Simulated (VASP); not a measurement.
A run of VASP 6.6.1 is set up as follows.

INCAR

```
SYSTEM = Te2Pt
PREC = Accurate
ENCUT = 600
EDIFF = 1E-6
ISMEAR = 0
SIGMA = 0.03
LREAL = .FALSE.
LASPH = .TRUE.
NELM = 80
ALGO = Normal
ISIF = 3
LWAVE = .FALSE.
LCHARG = .FALSE.
GGA = PS
IBRION = 2
NSW = 90
EDIFFG = -0.01
LATTICE_CONSTRAINTS = .TRUE. .TRUE. .FALSE.
```

KPOINTS

```
Automatic mesh
0
G
  9 9 1
  0 0 0
```

POSCAR

```
Te2Pt
1.0
    4.0100000000      0.0000000000      0.0000000000
   -2.0050000000      3.4727618700      0.0000000000
    0.0000000000      0.0000000000     20.6005000000
Te Pt
2 1
Direct
    0.6666666700      0.3333333300      0.4368826000
    0.3333333300      0.6666666700      0.5631174000
    0.0000000000      0.0000000000      0.5000000000
```

Potentials or basis: VASP PAW PBE potentials, release 64 (Te, Pt).

The run is started by

```console
$ cat potpaw_PBE.64/Te/POTCAR potpaw_PBE.64/Pt/POTCAR > POTCAR
$ mpirun -np 1 vasp_std > vasp.out
```

Predict the relaxed cell.

a = 3.965 Å, b = 3.965 Å, c = 20.601 Å, α = 90.00°, β = 90.00°, γ = 120.00°.

What does it give for the band gap on the k mesh?

0.73 eV, indirect (least direct gap 1.09 eV).

Estimate the relaxed volume.

93.51 Å³/atom.

Predict the space group after relaxing (to 0.05 Å).

P-3m1 (No. 164).

Step by step:
| step | energy change (eV) | largest force (eV/Å) | pressure (GPa) | volume (Å³) |
| --- | --- | --- | --- | --- |
| 1 | 0.0000 | 0.6479 | 0.53 | 286.88 |
| 2 | -0.0127 | 0.0419 | -0.50 | 292.32 |
| 3 | -0.0168 | 0.2363 | -0.17 | 290.49 |
| 4 | -0.0351 | 0.1349 | -0.10 | 286.18 |
| 5 | -0.0436 | 0.0021 | 0.01 | 280.53 |

Caveat: the PAW data sets were made with another functional, which shifts forces and pressure a little; spin-orbit coupling is left out, which moves the levels of the heavy elements.
